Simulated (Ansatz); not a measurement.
The system is C.

```
C
1.0
     0.00000    1.78337    1.78337
     1.78337    0.00000    1.78337
     1.78337    1.78337    0.00000
C
2
Direct
  0.75000 0.75000 0.75000
  0.50000 0.50000 0.50000
```

This isn't the form of C at room conditions, which is graphite.

Base run:

| Property | Result |
| --- | --- |
| Program | Ansatz 0.2.0 |
| Functional | HSE06 |
| Potentials or basis | Ansatz PAW |
| Cutoff | 420 eV (not typed: the program's choice for these potentials) |
| k mesh | 8 × 8 × 8 |
| Occupations | fermi-dirac, width 0.05 eV |
| Spin | no spin polarisation |

Its results: band gap on the k mesh 5.29 eV, indirect (least direct gap 6.98 eV); pressure -8.2 GPa.

The run is repeated on the same cell with these changes: functional from HSE06 to PBE0. What comes out?

Band gap on the k mesh 6.04 eV, indirect (least direct gap 7.70 eV); pressure -8.3 GPa.

Caveats: the PAW data sets come from PBE, with cores solved anew for the run's functional, which leaves a small shift of forces and pressure; the thresholds are loose for stress.
